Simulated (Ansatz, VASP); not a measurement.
**Bi in VASP and in Ansatz**

The input INCAR:

```
  ALGO = Normal
  EDIFF = 1E-7
  EDIFFG = -0.04
  ENCUT = 600
  GGA = PE
  IBRION = 2
  ISIF = 3
  ISMEAR = 0
  LASPH = True
  LCHARG = False
  LREAL = False
  LWAVE = False
  NELM = 60
  NSW = 90
  PREC = Accurate
  SIGMA = 0.1
```

KPOINTS

```
k-points
0
Gamma
  6 6 4
```

POSCAR

```
Bi
1.0
    2.6485351900      0.0000000000      0.0000000000
    0.0000000000      2.6485351900      0.0000000000
    0.0000000000      0.0000000000      4.8650108800
Bi
1
Direct
    0.0000000000      0.0000000000      0.5000000000
```

Input for Ansatz:

```yaml
crystal:
  lattice:
    - [2.64853519, 0.0, 0.0]
    - [0.0, 2.64853519, 0.0]
    - [0.0, 0.0, 4.86501088]
  atoms:
    - { symbol: Bi, position: [0.0, 0.0, 0.5] }
basis:
  ecutwfc: 420
kpoints:
  mp_grid: { grid: [6, 6, 4] }
hamiltonian:
  xc: pbe
scf:
  occupations: { method: gaussian, width: 0.1 }
  lower_state_search: "off"
output:
  forces: true
  stress: true
  eigenvalues: true
relax:
  adjacent_minimum: "off"
  f_tol: 0.04
  max_steps: 70
  cell: { stress_tol: 0.4 }
```

Alike in both runs: task relaxation of cell and atoms; functional PBE; k mesh 6 × 6 × 4; occupations gaussian, width 0.1 eV; no spin polarisation.

|  | VASP | Ansatz |
| --- | --- | --- |
| version | VASP 6.6.1 | Ansatz 0.2.0 |
| potentials or method | VASP PAW PBE potentials, release 64 (Bi_d) | scalar-relativistic, plane waves, PAW |
| plane-wave cutoff (eV) | 600 | 420 |
| valence electrons in the cell | 15 | 15 |

|  | VASP | Ansatz | Ansatz less VASP |
| --- | --- | --- | --- |
| gap on the k mesh at the Fermi level, each at its own relaxed structure (eV) | none | none | - |
| relaxed volume (Å³/atom) | 35.60 | 35.58 | -0.025 |
| relaxed cell length with the largest relative difference (Å) | 3.478 | 3.477 | -0.0010 |
| energy change over the relaxation (meV/atom) | -1980 | -1985 | -5.2 |

A gap of «none» marks a metal or a gap that the smearing closes.

Caveats: the k mesh is coarse (spacing up to 0.40 Å⁻¹), so the values aren't converged; spin-orbit coupling is left out, which moves the levels of the heavy elements.
